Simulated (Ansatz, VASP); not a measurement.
## Fe in VASP and in Ansatz

File POSCAR:

```
Fe
1.0
   -1.4345540696      1.4345540696      1.4345540696
    1.4345540696     -1.4345540696      1.4345540696
    1.4345540696      1.4345540696     -1.4345540696
Fe
1
Direct
    0.0000000000      0.0000000000      0.0000000000
```

Contents of INCAR.step1:

```
SYSTEM = Fe
PREC     = Accurate       ! precision mode
ENCUT    = 520            ! plane-wave cutoff, eV
ISMEAR   = -1             ! smearing method
SIGMA    = 0.05           ! smearing width, eV
LREAL    = .FALSE.        ! projectors in reciprocal space
LASPH    = .TRUE.         ! aspherical terms in the spheres
NELM     = 150            ! most SCF steps
ISPIN    = 2              ! spin polarisation
MAGMOM   = 2.804          ! initial moments
LMAXMIX  = 4              ! l up to which the mixer works
NBANDS   = 14             ! bands
GGA      = PE             ! functional
ALGO     = Normal         ! electronic algorithm
EDIFF    = 1E-4           ! SCF threshold, eV
LWAVE    = .TRUE.         ! write WAVECAR
LCHARG   = .FALSE.        ! write CHGCAR
```

File INCAR.step2:

```
SYSTEM = Fe
PREC     = Accurate       ! precision mode
ENCUT    = 520            ! plane-wave cutoff, eV
EDIFF    = 1E-6           ! SCF threshold, eV
ISMEAR   = -1             ! smearing method
SIGMA    = 0.05           ! smearing width, eV
LREAL    = .FALSE.        ! projectors in reciprocal space
LASPH    = .TRUE.         ! aspherical terms in the spheres
NELM     = 150            ! most SCF steps
ALGO     = Normal         ! electronic algorithm
ISIF     = 2              ! what is computed and relaxed
LWAVE    = .FALSE.        ! write WAVECAR
LCHARG   = .FALSE.        ! write CHGCAR
ISPIN    = 2              ! spin polarisation
MAGMOM   = 2.804          ! initial moments
LORBIT   = 11             ! projections on sites
LMAXMIX  = 4              ! l up to which the mixer works
METAGGA  = R2SCAN         ! meta-GGA
LMIXTAU  = .TRUE.       
NBANDS   = 14             ! bands
ISTART   = 1
```

KPOINTS

```
Automatic mesh
0
G
  15 15 15
  0 0 0
```

Input for Ansatz:

```yaml
crystal:
  lattice:
    - [-1.4345540696, 1.4345540696, 1.4345540696]
    - [1.4345540696, -1.4345540696, 1.4345540696]
    - [1.4345540696, 1.4345540696, -1.4345540696]
  atoms:
    - { symbol: Fe, position: [0.0, 0.0, 0.0], spin: 2.804 }
hamiltonian:
  xc: r2scan
  pseudopotentials:
    kind: paw
    azcp:
      Fe: "pseudopotentials/Fe.paw.azcp"
basis:
  ecutwfc: 600
  fft_grid_basis: typed
kpoints:
  mp_grid: { grid: [15, 15, 15], shift: [0, 0, 0] }
magnetization:
  spin_polarized: true
scf:
  occupations: { method: fermi_dirac, width: 0.05 }
  lower_state_search: "off"
output:
  stress: true
```

Alike in both runs: task single point; functional r2SCAN; k mesh 15 × 15 × 15; occupations fermi-dirac, width 0.05 eV; collinear spin.

```csv
,VASP,Ansatz
version,VASP 6.6.1,Ansatz 0.2.0
potentials or method,"VASP PAW PBE potentials, release 64 (Fe)","plane waves (600 eV) with PAW, scalar-relativistic"
plane-wave cutoff (eV),520,600
valence electrons in the cell,8,16
```

VASP gave:

- pressure (GPa): -0.4
- net moment per atom (μB): 2.67
- size of the moment on the site where the two differ most (μB): 2.74

**Question.** What did Ansatz give for the same quantities?

**Answer.** Pressure (GPa): 0.0; net moment per atom (μB): 2.67; size of the moment on the site where the two differ most (μB): 2.83.

Site moments also hang on the region over which each program counts them. The two sets of potentials don't hold the same shells in valence. Ansatz warned: «stability_check_not_made».

Caveats: the PAW data sets were made with another functional, which shifts forces and pressure a little (VASP).
